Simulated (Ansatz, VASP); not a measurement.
## SnTe2: VASP beside Ansatz

```
CELL_PARAMETERS angstrom
0.00000 3.72451 3.72451
3.72451 0.00000 3.72451
3.72451 3.72451 0.00000
ATOMIC_POSITIONS crystal
Sn 0.00000 0.00000 0.00000
Te 0.25000 0.25000 0.25000
Te 0.75000 0.75000 0.75000
```

Alike in both runs: functional PBE; k mesh 12 × 12 × 12; occupations gaussian, width 0.1 eV; no spin polarisation.

Ansatz relaxed the structure, and its values are those at the end. VASP's run is a single point on that final structure, the one shown.

|  | VASP | Ansatz |
| --- | --- | --- |
| version | VASP 6.6.1 | Ansatz 0.2.0 |
| potentials or method | VASP PAW PBE potentials, release 64 (Sn_d, Te) | scalar-relativistic, plane waves, PAW |
| plane-wave cutoff (eV) | 520 | 420 |
| valence electrons in the cell | 26 | 46 |

VASP gave:

```
gap on the k mesh at the Fermi level (eV) : none
pressure (GPa)                            : -0.1
```

What did Ansatz give for the same quantities?

gap on the k mesh at the Fermi level (eV): none; pressure (GPa): 0.0.

A gap of «none» marks a metal or a gap that the smearing closes. The two sets of potentials don't hold the same shells in valence.

The runs have no spin-orbit coupling, so splittings on Te are missing.
